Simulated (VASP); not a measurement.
# Al (Fm-3m) in VASP: further runs

One crystal, Al, is run at these levels: PBE; tasks: relaxation of cell and atoms, single point.

All numbers are computed with VASP 6.6.1; they aren't measurements. Logs are shortened: lines on timing, memory, paths and dates and some standing lists are left out, and cuts for length are marked.

## (1) Starting point

Symmetry: Fm-3m, No. 225, cubic system. Conventional cell: a = 4.050 Å, b = 4.050 Å, c = 4.050 Å, α = 90.00°, β = 90.00°, γ = 90.00°. Al (site symmetry m-3m) has 12 Al at 2.86 Å as nearest neighbours.

## (2) Relaxation of cell and atoms, PBE

The input, INCAR:

```
ALGO     = Normal         # electronic algorithm
EDIFF    = 1E-7           # SCF threshold, eV
EDIFFG   = -0.002         # ionic threshold
ENCUT    = 700            # plane-wave cutoff, eV
GGA      = PE             # functional
IBRION   = 2              # ionic algorithm
ISIF     = 3              # what is computed and relaxed
ISMEAR   = 0              # smearing method
LASPH    = True           # aspherical terms in the spheres
LCHARG   = False          # write CHGCAR
LREAL    = False          # projectors in reciprocal space
LWAVE    = False          # write WAVECAR
NELM     = 80             # most SCF steps
NSW      = 80             # ionic steps
PREC     = Accurate       # precision mode
SIGMA    = 0.1            # smearing width, eV
```

The input, KPOINTS:

```
k-points
0
Gamma
  18 18 18
```

The input, POSCAR:

```
Al
1.0
    0.0000000000      2.0248050000      2.0248050000
    2.0248050000      0.0000000000      2.0248050000
    2.0248050000      2.0248050000      0.0000000000
Al
1
Direct
    0.0000000000      0.0000000000      0.0000000000
```

Potentials or basis: VASP PAW PBE potentials, release 64 (Al).

Started as:

```
$ cat potpaw_PBE.64/Al/POTCAR > POTCAR
$ mpirun -np 1 vasp_std > vasp.out
```

OUTCAR:

```text
EDIFF = 1E-7
   EDIFFG = -0.002
   ENCUT = 700
   GGA = PE
   IBRION = 2
   ISIF = 3
   ISMEAR = 0
   LASPH = True
   LREAL = False
   NELM = 80
   NSW = 80
   PREC = Accurate

 ion  position               nearest neighbor table
   1  0.000  0.000  0.000-

  LATTYP: Found a face centered cubic cell.
 ALAT       =     4.0496100000

  Lattice vectors:

 A1 = (   0.0000000000,   2.0248050000,   2.0248050000)
 A2 = (   2.0248050000,   0.0000000000,   2.0248050000)
 A3 = (   2.0248050000,   2.0248050000,   0.0000000000)

Analysis of symmetry for initial positions (statically):
=====================================================================
 Subroutine PRICEL returns:
 Original cell was already a primitive cell.

 Routine SETGRP: Setting up the symmetry group for a
 face centered cubic supercell.

 Subroutine GETGRP returns: Found 48 space group operations
 (whereof 48 operations were pure point group operations)
 out of a pool of 48 trial point group operations.

The static configuration has the point symmetry O_h .

Analysis of symmetry for dynamics (positions and initial velocities):
=====================================================================
 Subroutine PRICEL returns:
 Original cell was already a primitive cell.

 Routine SETGRP: Setting up the symmetry group for a
 face centered cubic supercell.

 Subroutine GETGRP returns: Found 48 space group operations
 (whereof 48 operations were pure point group operations)
 out of a pool of 48 trial point group operations.

The dynamic configuration has the point symmetry O_h .

 Subroutine INISYM returns: Found 48 space group operations
 (whereof 48 operations are pure point group operations),
 and found     1 'primitive' translations

----------------------------------------------------------------------------------------

                                     Primitive cell

  volume of cell :      16.6027

  direct lattice vectors                    reciprocal lattice vectors
     0.000000000  2.024805000  2.024805000    -0.246937359  0.246937359  0.246937359
     2.024805000  0.000000000  2.024805000     0.246937359 -0.246937359  0.246937359
     2.024805000  2.024805000  0.000000000     0.246937359  0.246937359 -0.246937359

  length of vectors
     2.863506692  2.863506692  2.863506692     0.427708053  0.427708053  0.427708053
[... 85 lines left out ...]
   ISIF   =      3    stress and relaxation
   ISYM   =      2    0-nonsym 1-usesym 2-fastsym
   POTIM  = 0.5000    time-step for ionic-motion
   TEBEG  =    0.0;   TEEND  =   0.0 temperature during run
   PSTRESS=    0.0 pullay stress
   NELECT =       3.0000    total number of electrons
   NUPDOWN=      -1.0000    fix difference up-down
   EMIN   =  10.00;   EMAX   =-10.00  energy-range for DOS
   EFERMI =   0.00;   METHOD = LEGACY
   ISMEAR =     0;   SIGMA  =   0.10  broadening in eV -4-tet -1-fermi 0-gaus
   EFERMI_NEDOS =   21; number of points for ismear=-14 and -15
   IALGO  =     38    algorithm
   IMIX   =      4    mixing-type and parameters
     AMIX     =   0.40;   BMIX     =  1.00
     AMIX_MAG =   1.60;   BMIX_MAG =  1.00
  volume/ion in A,a.u.               =      16.60       112.04
  Fermi-wavevector in a.u.,A,eV,Ry     =   0.925526  1.748991 11.654733  0.856599
  Thomas-Fermi vector in A             =   2.051390
   LORBIT       =      0    0 simple, 1 ext, 2 COOP (PROOUT), +10 PAW based schemes
   GGA     = PE    functional components
   LHFCALC =     F    Hartree Fock is set to
   AEXX    =    0.0000 exact exchange contribution
   IVDW    =     0    specifies the selected vdW correction
   LEPSILON=     F    determine dielectric tensor
   LRPA    =     F    only Hartree local field effects (RPA)
 conjugate gradient relaxation of ions
 non-spin polarized calculation
 Gauss-broadening in eV      SIGMA  =   0.10
  energy-cutoff  :      700.00
  volume of cell :       16.60
 maximum number of plane-waves:       725
 NGX is ok and might be reduce to    28
   NGX = 13   NGY = 13   NGZ = 13

--------------------------------------- Ionic step        1  -------------------------------------------

 number of electron       3.0000000 magnetization

 Free energy of the ion-electron system (eV)
  ---------------------------------------------------
  ext. energy  EPLUGINS =         0.00000000
  ---------------------------------------------------
  free energy    TOTEN  =        -3.74452490 eV

  energy without entropy =       -3.74164653  energy(sigma->0) =       -3.74308571

------------------------ aborting loop because EDIFF is reached ----------------------------------------

  FORCE on cell =-STRESS in cart. coord.  units (eV):
  Direction    XX          YY          ZZ          XY          YZ          ZX
  --------------------------------------------------------------------------------------
  -------------------------------------------------------------------------------------
  Total       -0.0515975     -0.0515975     -0.0515975      0.0000000      0.0000000      0.0000000
  in kB       -4.9792051     -4.9792051     -4.9792051      0.0000000      0.0000000      0.0000000
  external PRESSURE =      -4.9792051 kB  Pullay stress =       0.0000000 kB
[... 57 lines left out ...]
--------------------------------------- Ionic step        3  -------------------------------------------

 number of electron       3.0000000 magnetization

 Free energy of the ion-electron system (eV)
  ---------------------------------------------------
  ext. energy  EPLUGINS =         0.00000000
  ---------------------------------------------------
  free energy    TOTEN  =        -3.74469731 eV

  energy without entropy =       -3.74177005  energy(sigma->0) =       -3.74323368

 E-fermi :   7.9955     XC(G=0): -10.1981

 val. band max:        7.9889501201   @ k =  -0.2778   0.2778   0.0556
 cond. band min:       7.9960672535   @ k =  -0.2778   0.5000   0.2222
 fundamental gap:      0.0071171334
 Fermi energy:         7.9955383587

 k-point     1 :       0.0000    0.0000    0.0000
  band No.  band energies     occupation
      1      -3.1329      2.00000
      2      20.6258      0.00000
      3      20.6258      0.00000
      4      20.6258      0.00000
      5      22.1208      0.00000
[... 177 lines left out ...]
 k-point    24 :      -0.2222    0.0556    0.0000
  band No.  band energies     occupation
      1      -1.4913      2.00000
      2      11.8461      0.00000
      3      17.2916      0.00000
      4      20.1439      0.00000
      5      21.8898      0.00000

 [... further k-points ...]
[... 5 lines left out ...]
  --------------------------------------------------------------------------------------
  -------------------------------------------------------------------------------------
  Total        0.0001562      0.0001562      0.0001562     -0.0000000      0.0000000     -0.0000000
  in kB        0.0151772      0.0151772      0.0151772     -0.0000000      0.0000000     -0.0000000
  external PRESSURE =       0.0151772 kB  Pullay stress =       0.0000000 kB
[... 16 lines left out ...]
  FREE ENERGIE OF THE ION-ELECTRON SYSTEM (eV)
  ---------------------------------------------------
  free  energy   TOTEN  =        -3.7446973061 eV

  energy  without entropy=       -3.7417700525  energy(sigma->0) =       -3.74323368

 reached required accuracy - stopping structural energy minimisation
```

OSZICAR:

```text
N       E                     dE             d eps       ncg     rms          rms(c)
DAV:   1    -0.848211489113E+00   -0.84821E+00   -0.10769E+03  1960   0.446E+02
DAV:   2    -0.374152621709E+01   -0.28933E+01   -0.26358E+01  2530   0.364E+01
DAV:   3    -0.376678570825E+01   -0.25259E-01   -0.25091E-01  2650   0.406E+00
[... 16 lines left out ...]
       N       E                     dE             d eps       ncg     rms          rms(c)
DAV:   1    -0.374469779360E+01   -0.33344E-05   -0.35801E-05  2460   0.380E-02    0.502E-03
DAV:   2    -0.374469755388E+01    0.23972E-06   -0.22874E-07  2105   0.424E-03    0.190E-03
DAV:   3    -0.374469734754E+01    0.20634E-06   -0.33779E-08  1210   0.126E-03    0.477E-04
DAV:   4    -0.374469730611E+01    0.41434E-07   -0.44100E-09  1075   0.508E-04
   3 F= -.37446973E+01 E0= -.37432337E+01  d E =-.172406E-03
```

CONTCAR:

```text
Al
   1.00000000000000
     0.0000000000000000    2.0203408486212457    2.0203408486212457
     2.0203408486212457    0.0000000000000000    2.0203408486212457
     2.0203408486212457    2.0203408486212457   -0.0000000000000000
  Al
     1
Direct
     0.0000000000000000    0.0000000000000000    0.0000000000000000

  0.00000000E+00  0.00000000E+00  0.00000000E+00
```

Run time: 32 s. Hardware: 1 thread of Intel Xeon Platinum 8259CL at 2.50GHz (Skylake/Cascade Lake), shared host; peak memory 0.17 GiB.

What came out:

```
Free energy                            : -3.7447 eV
Relaxed volume                         : 16.49 Å³/atom
Relaxed cell                           : a = 2.857 Å, b = 2.857 Å, c = 2.857 Å, α = 60.00°, β = 60.00°, γ = 60.00°
Space group after relaxing (to 0.05 Å) : Fm-3m (No. 225)
Energy gained by relaxing              : 0.2 meV/atom
Ionic steps                            : 3
Pressure after relaxing                : 0.0 GPa
Band gap on the k mesh                 : none (metal or under the smearing width)
```

The path:
```csv
step,energy change (eV),largest force (eV/Å),pressure (GPa),volume (Å³)
1,0.0000,0.0000,-0.50,16.60
2,-0.0002,0.0000,0.07,16.48
3,-0.0002,0.0000,0.00,16.49
```

Final structure:
```
CELL_PARAMETERS angstrom
0.00000 2.02034 2.02034
2.02034 0.00000 2.02034
2.02034 2.02034 0.00000
ATOMIC_POSITIONS crystal
Al 0.00000 0.00000 0.00000
```

## (3) Relaxation of cell and atoms, PBE

This run uses another cell than the first one, of 16.49 Å³/atom, 0.993 times its volume.

INCAR is that of step 2.

KPOINTS is that of step 2.

The input, POSCAR:

```
Al                                      
1.0
    0.0000000000      2.0203408486      2.0203408486
    2.0203408486      0.0000000000      2.0203408486
    2.0203408486      2.0203408486     -0.0000000000
  Al            
     1
Direct
     0.0000000000000000    0.0000000000000000    0.0000000000000000
```

Potentials or basis: VASP PAW PBE potentials, release 64 (Al).

Started as:

```
$ cat potpaw_PBE.64/Al/POTCAR > POTCAR
$ mpirun -np 1 vasp_std > vasp.out
```

It took 18 s on 1 thread of Intel Xeon Platinum 8259CL at 2.50GHz (Skylake/Cascade Lake), shared host; peak memory 0.16 GiB.

It converged, with:

- Free energy: -3.7447 eV
- Pressure after relaxing: 0.0 GPa
- Band gap on the k mesh: none (metal or under the smearing width)

Final structure:
```yaml
crystal:
  lattice:
    - [0.00000, 2.02034, 2.02034]
    - [2.02034, 0.00000, 2.02034]
    - [2.02034, 2.02034, 0.00000]
  atoms:
    - { symbol: Al, position: [0.00000, 0.00000, 0.00000] }
```

Levels at points of the mesh, in eV from the Fermi level:
| k point | band 1 | band 2 | band 3 | band 4 | band 5 |
| --- | --- | --- | --- | --- | --- |
| (0.00, 0.00, 0.00) | -11.13 | 12.63 | 12.63 | 12.63 | 14.13 |
| (0.50, 0.00, 0.00) | -4.59 | -4.37 | 11.42 | 11.42 | 11.47 |
| (0.50, 0.50, 0.00) | -2.92 | -1.59 | 5.27 | 5.61 | 5.61 |

Caveat: the relaxation stopped at its first step, so nothing moved.

## (4) Single point, PBE

This run uses another cell than the first one, of 16.49 Å³/atom, 0.993 times its volume.

The input, INCAR:

```
SYSTEM = Al
ALGO = Normal ; EDIFF = 1E-7
ENCUT = 700 ; GGA = PE
ISIF = 2 ; ISMEAR = 0
LASPH = .True. ; LCHARG = .False.
LREAL = .False. ; LWAVE = .False.
NBANDS = 8 ; NELM = 80
PREC = Accurate ; SIGMA = 0.1
```

The input, KPOINTS:

```
k-points
0
Gamma
  18 18 18
  0 0 0
```

POSCAR: that of step 3 with these lines changed.

```diff
@@ -4,3 +4,3 @@
     2.0203408486      0.0000000000      2.0203408486
-    2.0203408486      2.0203408486     -0.0000000000
+    2.0203408486      2.0203408486      0.0000000000
   Al
```

Potentials or basis: VASP PAW PBE potentials, release 64 (Al).

Started as:

```
$ cat potpaw_PBE.64/Al/POTCAR > POTCAR
$ mpirun -np 1 vasp_std > vasp.out
```

OUTCAR:

```text
SYSTEM = Al
   EDIFF = 1E-7
   ENCUT = 700
   GGA = PE
   ISIF = 2
   ISMEAR = 0
   LASPH = .True.
   LREAL = .False.
   NELM = 80
   PREC = Accurate

 ion  position               nearest neighbor table
   1  0.000  0.000  0.000-

  LATTYP: Found a face centered cubic cell.
 ALAT       =     4.0406816972

  Lattice vectors:

 A1 = (   0.0000000000,   2.0203408486,   2.0203408486)
 A2 = (   2.0203408486,   0.0000000000,   2.0203408486)
 A3 = (   2.0203408486,   2.0203408486,   0.0000000000)

[... 435 lines left out ...]
  band No.  band energies     occupation
      1      -1.4913      2.00000
      2      11.8461      0.00000
      3      17.2916      0.00000
      4      20.1439      0.00000
      5      21.8898      0.00000
      6      22.9409      0.00000
      7      23.3883      0.00000
      8      25.5909      0.00000

 [... further k-points ...]
[... 5 lines left out ...]
  --------------------------------------------------------------------------------------
  -------------------------------------------------------------------------------------
  Total        0.0001616      0.0001616      0.0001616     -0.0000000     -0.0000000     -0.0000000
  in kB        0.0156961      0.0156961      0.0156961     -0.0000000     -0.0000000     -0.0000000
  external PRESSURE =       0.0156961 kB  Pullay stress =       0.0000000 kB

 VOLUME and BASIS-vectors are now :
 -----------------------------------------------------------------------------
  energy-cutoff  :      700.00
  volume of cell :       16.49
      direct lattice vectors                 reciprocal lattice vectors
     0.000000000  2.020340849  2.020340849    -0.247482993  0.247482993  0.247482993
     2.020340849  0.000000000  2.020340849     0.247482993 -0.247482993  0.247482993
     2.020340849  2.020340849  0.000000000     0.247482993  0.247482993 -0.247482993

 POSITION                                       TOTAL-FORCE (eV/Angst)
 -----------------------------------------------------------------------------------
      0.00000      0.00000      0.00000        -0.000000      0.000000     -0.000000
 -----------------------------------------------------------------------------------
    total drift:                                0.000000     -0.000000     -0.000000

  FREE ENERGIE OF THE ION-ELECTRON SYSTEM (eV)
  ---------------------------------------------------
  free  energy   TOTEN  =        -3.7446949465 eV

  energy  without entropy=       -3.7417676871  energy(sigma->0) =       -3.74323132
```

OSZICAR:

```text
N       E                     dE             d eps       ncg     rms          rms(c)
DAV:   1    -0.169777577263E+01   -0.16978E+01   -0.10757E+03  3120   0.278E+02
DAV:   2    -0.375649922892E+01   -0.20587E+01   -0.19397E+01  4328   0.223E+01
DAV:   3    -0.376712971560E+01   -0.10630E-01   -0.10626E-01  4120   0.185E+00
DAV:   4    -0.376715636111E+01   -0.26646E-04   -0.26646E-04  4848   0.810E-02
DAV:   5    -0.376715645207E+01   -0.90961E-07   -0.90411E-07  4080   0.269E-03    0.130E+00
DAV:   6    -0.375417228447E+01    0.12984E-01   -0.16485E-03  4344   0.196E-01    0.758E-01
DAV:   7    -0.374470182906E+01    0.94705E-02   -0.49437E-03  4032   0.319E-01    0.147E-01
DAV:   8    -0.374469690558E+01    0.49235E-05   -0.13231E-05  4560   0.267E-02    0.822E-03
DAV:   9    -0.374469534457E+01    0.15610E-05   -0.85813E-07  4384   0.416E-03    0.665E-04
DAV:  10    -0.374469498673E+01    0.35784E-06   -0.37417E-09  4256   0.443E-04    0.261E-04
DAV:  11    -0.374469494651E+01    0.40224E-07   -0.14822E-10  2368   0.730E-05
   1 F= -.37446949E+01 E0= -.37432313E+01  d E =-.292726E-02
```

stdout:

```text
POSCAR found type information on POSCAR Al
 POSCAR found :  1 types and       1 ions
 scaLAPACK will be used
 LDA part: xc-table for (Slater+PW92), standard interpolation
 POSCAR, INCAR and KPOINTS ok, starting setup
 FFT: planning ... GRIDC
 FFT: planning ... GRID_SOFT
 FFT: planning ... GRID
 WAVECAR not read
 entering main loop
```

It took 31 s on 1 thread of Intel Xeon Platinum 8259CL at 2.50GHz (Skylake/Cascade Lake), shared host; peak memory 0.17 GiB.

Results:

- Free energy: -3.7447 eV
- Pressure: 0.0 GPa
- Band gap on the k mesh: none (metal or under the smearing width)

Levels at points of the mesh, in eV from the Fermi level:
| k point | band 1 | band 2 | band 3 | band 4 | band 5 |
| --- | --- | --- | --- | --- | --- |
| (0.00, 0.00, 0.00) | -11.13 | 12.63 | 12.63 | 12.63 | 14.13 |
| (0.50, 0.00, 0.00) | -4.59 | -4.37 | 11.42 | 11.42 | 11.47 |
| (0.50, 0.50, 0.00) | -2.92 | -1.59 | 5.27 | 5.61 | 5.61 |
